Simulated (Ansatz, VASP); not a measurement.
## Two plane-wave programs on BN

```xyz
2
Lattice="0.0000 3.2781 2.1533 1.2451 0.0000 2.1533 1.2451 3.2781 0.0000" Properties=species:S:1:pos:R:3 pbc="T T T"
B     1.2451    3.2781    0.0005
N     1.2451    3.2781    2.8707
```

Measurements of this composition are mostly on another form, of space group No. 194.

Alike in both runs: functional LDA; k mesh 12 × 12 × 12; occupations gaussian, width 0.02 eV; no spin polarisation.

Ansatz relaxed the structure, and its values are those at the end. VASP's run is a single point on that final structure, the one shown.

|  | VASP | Ansatz |
| --- | --- | --- |
| version | VASP 6.6.1 | Ansatz 0.2.0 |
| potentials or method | VASP PAW LDA potentials, release 64 (B, N) | scalar-relativistic, plane waves, PAW |
| plane-wave cutoff (eV) | 520 | 420 |
| valence electrons in the cell | 8 | 8 |

```csv
,VASP,Ansatz,Ansatz less VASP
gap on the k mesh at the Fermi level (eV),3.38,3.40,+0.017
least direct gap on the mesh (eV),4.44,4.44,+0.009
pressure (GPa),0.5,0.0,-0.46
```

A k mesh can miss the band edges. Expect the measured gap to be larger: semilocal functionals such as LDA lack the derivative discontinuity.
